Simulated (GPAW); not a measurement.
SnSe2, 3 atoms in the cell. Symmetry: P-3m1, No. 164, trigonal system. Conventional cell: a = 3.811 Å, b = 3.811 Å, c = 6.136 Å, α = 90.00°, β = 90.00°, γ = 120.00°. Sn (site symmetry -3m) is surrounded by 6 Se at 2.68 Å. Around Se (site symmetry 3m) lie 3 Sn at 2.68 Å. 

* Program: GPAW 26.7.0
* Task: relaxation of cell and atoms
* Functional: r2SCAN
* Dispersion: D3(BJ)
* Potentials or basis: GPAW PAW data sets (gpaw-data 1.2.1)
* Cutoff: 600 eV
* Basis: pw
* k mesh: 6 × 6 × 3
* Occupations: fermi-dirac, width 0.05 eV
* Spin: no spin polarisation
* Maxiter: 150
* Optimizer: BFGS
* Fmax: 0.01 eV/Å
* Max steps: 40

Potentials or basis: GPAW PAW data sets (gpaw-data 1.2.1), pw.

Command:

```console
$ OMP_NUM_THREADS=1 python run.py
```

Hardware: 1 thread of Arm Neoverse V2, with other jobs on the host.

Problem. How long does it take, and how much memory?

Solution. Run time: 15 min on 1 thread of Arm Neoverse V2 (shared host), peak memory 1.8 GiB. Counts: scf iterations 188, plane waves 2593, bands 24, k points 17, ion steps 13.
